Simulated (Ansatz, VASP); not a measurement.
## One calculation of NaF (Villiaumite), two programs

INCAR

```
PREC = Accurate
ENCUT = 600
EDIFF = 1E-7
ISMEAR = 0
SIGMA = 0.01
LREAL = F
LASPH = T
NELM = 80
ALGO = Normal
ISIF = 3
LWAVE = F
LCHARG = F
GGA = PS
IBRION = 2
NSW = 80
EDIFFG = -0.001
```

The input KPOINTS:

```
regular mesh
0
Gamma
  8 8 8
```

Contents of POSCAR:

```
NaF
1.0
    0.0000000000      2.3151008614      2.3151008614
    2.3151008614      0.0000000000      2.3151008614
    2.3151008614      2.3151008614      0.0000000000
Na F
1 1
Direct
    0.0000000000      0.0000000000      0.0000000000
    0.5000000000      0.5000000000      0.5000000000
```

Input for Ansatz:

```yaml
crystal:
  lattice:
    - [0.0, 2.3151008415, 2.3151008415]
    - [2.3151008415, 0.0, 2.3151008415]
    - [2.3151008415, 2.3151008415, 0.0]
  atoms:
    - { symbol: Na, position: [0.0, 0.0, 0.0] }
    - { symbol: F, position: [0.5, 0.5, 0.5] }
basis:
  ecutwfc: 420
kpoints:
  mp_grid: { grid: [8, 8, 8] }
hamiltonian:
  xc: pbesol
scf:
  occupations: { method: fixed }
output:
  forces: true
  stress: true
  eigenvalues: true
relax:
  adjacent_minimum: "off"
  f_tol: 0.001
  max_steps: 60
  cell: { stress_tol: 0.01 }
```

Alike in both runs: task relaxation of cell and atoms; functional PBEsol; k mesh 8 × 8 × 8; no spin polarisation.

|  | VASP | Ansatz |
| --- | --- | --- |
| version | VASP 6.6.1 | Ansatz 0.2.0 |
| potentials or method | VASP PAW PBE potentials, release 64 (Na_pv, F) | scalar-relativistic, plane waves, PAW |
| plane-wave cutoff (eV) | 600 | 420 |
| occupations | gaussian, width 0.01 eV | fixed |
| valence electrons in the cell | 14 | 16 |

|  | VASP | Ansatz | Ansatz less VASP |
| --- | --- | --- | --- |
| gap on the k mesh at the Fermi level, each at its own relaxed structure (eV) | 6.19 | 6.20 | +0.009 |
| relaxed volume (Å³/atom) | 12.38 | 12.40 | +0.024 |
| relaxed cell length with the largest relative difference (Å) | 3.271 | 3.273 | +0.0021 |

The two sets of potentials don't hold the same shells in valence.

Caveats: the PAW data sets were made with another functional, which shifts forces and pressure a little (VASP).
